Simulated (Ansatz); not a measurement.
ZnTe:
```cif
data_TeZn
_chemical_formula_sum 'Te1 Zn1'
_space_group_name_H-M_alt 'P 1'
_space_group_IT_number 1
_cell_length_a 4.32291
_cell_length_b 4.32291
_cell_length_c 4.32291
_cell_angle_alpha 60.000
_cell_angle_beta 60.000
_cell_angle_gamma 60.000
loop_
_space_group_symop_operation_xyz
  'x, y, z'
loop_
_atom_site_label
_atom_site_type_symbol
_atom_site_fract_x
_atom_site_fract_y
_atom_site_fract_z
_atom_site_occupancy
Te1 Te 0.75000 0.75000 0.75000 1
Zn1 Zn 0.00000 0.00000 0.00000 1
```

Relaxed with r²SCAN.

### Question
Decompose the optical modes at the zone centre into irreducible representations, and say which are infrared and Raman allowed.

### Answer
Point group -43m: Γ_opt = T2. Infrared: T2. Raman: T2.

### Question
Assign frequencies (DFPT, DFT-r²SCAN in the program Ansatz with PAW potentials; without the LO–TO term).

### Answer
T2 176 cm⁻¹.

Space group F-43m (zinc blende). The r²SCAN relaxation kept the symmetry of its start; of distortions, only those at the zone centre were tested. Spin–orbit coupling is left out wherever it is not named.

Potentials: the later of the program's two PAW sets.
